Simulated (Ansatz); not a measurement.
A relaxation computed with Ansatz, from input to last step.

```yaml
crystal:
  lattice:
    - [4.0043442337, 0.0, 0.0]
    - [-2.0021721169, 3.4678638319, 0.0]
    - [0.0, 0.0, 6.1705907982]
  atoms:
    - { symbol: Si, position: [0.3333333333, 0.6666666667, 0.0608608547] }
    - { symbol: Si, position: [0.6666666667, 0.3333333333, 0.5608608547] }
    - { symbol: Si, position: [0.3333333333, 0.6666666667, 0.4391391453] }
    - { symbol: Si, position: [0.6666666667, 0.3333333333, 0.9391391453] }
basis:
  ecutwfc: 500
kpoints:
  mp_grid: { grid: [12, 12, 4] }
hamiltonian:
  xc: r2scan
scf:
  occupations: { method: gaussian, width: 0.02 }
output:
  forces: true
  stress: true
  eigenvalues: true
relax:
  adjacent_minimum: "off"
  f_tol: 0.008
  max_steps: 40
  cell: { stress_tol: 0.015, fix: [a, b, gamma] }
```

```bash
ansatz run input.yaml --threads 1 --pin off --max-ram 2560MiB --backend cpu --events-out ev --progress --plain --runs-dir out
```

The calculation used Ansatz 0.2.0, DFT r2SCAN, scalar-relativistic, plane waves, PAW.

Of 5 frames 4 are shown, positions in Å and forces in eV/Å; the SCF threshold varies from step to step. Steps run on the plane waves of an earlier cell, with a Pulay correction in the pressure. The basis is chosen afresh for the last frame, the zero of the energies, and at times for earlier ones too; energy and pressure step there, also at an unchanged geometry.

```xyz
4
Lattice="4.0043 0.0000 0.0000 -2.0022 3.4679 0.0000 0.0000 0.0000 6.1706" Properties=species:S:1:pos:R:3:forces:R:3 pbc="T T T" step=1 free_energy_over_end_meV_per_atom=5.44 pressure_GPa=-4.69
Si    0.0000    2.3119    0.3755    0.0000    0.0000   -0.3367
Si    2.0022    1.1560    3.4608    0.0000    0.0000   -0.3367
Si    0.0000    2.3119    2.7097    0.0000    0.0000    0.3367
Si    2.0022    1.1560    5.7950    0.0000    0.0000    0.3367
4
Lattice="4.0043 0.0000 0.0000 -2.0022 3.4679 0.0000 0.0000 0.0000 6.2751" Properties=species:S:1:pos:R:3:forces:R:3 pbc="T T T" step=2 free_energy_over_end_meV_per_atom=0.72 pressure_GPa=-6.09
Si    0.0000    2.3119    0.3842    0.0000    0.0000   -0.1890
Si    2.0022    1.1560    3.5217    0.0000    0.0000   -0.1890
Si    0.0000    2.3119    2.7534    0.0000    0.0000    0.1890
Si    2.0022    1.1560    5.8909    0.0000    0.0000    0.1890
4
Lattice="4.0043 0.0000 0.0000 -2.0022 3.4679 0.0000 0.0000 0.0000 6.2688" Properties=species:S:1:pos:R:3:forces:R:3 pbc="T T T" step=3 free_energy_over_end_meV_per_atom=0.02 pressure_GPa=-6.08
Si    0.0000    2.3119    0.3770    0.0000    0.0000   -0.0230
Si    2.0022    1.1560    3.5113    0.0000    0.0000   -0.0230
Si    0.0000    2.3119    2.7574    0.0000    0.0000    0.0230
Si    2.0022    1.1560    5.8918    0.0000    0.0000    0.0230
4
Lattice="4.0043 0.0000 0.0000 -2.0022 3.4679 0.0000 0.0000 0.0000 6.2687" Properties=species:S:1:pos:R:3:forces:R:3 pbc="T T T" step=5 free_energy_over_end_meV_per_atom=0.00 pressure_GPa=-6.09
Si    0.0000    2.3119    0.3761    0.0000    0.0000   -0.0005
Si    2.0022    1.1560    3.5104    0.0000    0.0000   -0.0005
Si    0.0000    2.3119    2.7583    0.0000    0.0000    0.0005
Si    2.0022    1.1560    5.8927    0.0000    0.0000    0.0005
```

The run took 38 s on 1 thread of Arm Neoverse V2, with other jobs on the host, peak memory 0.56 GiB.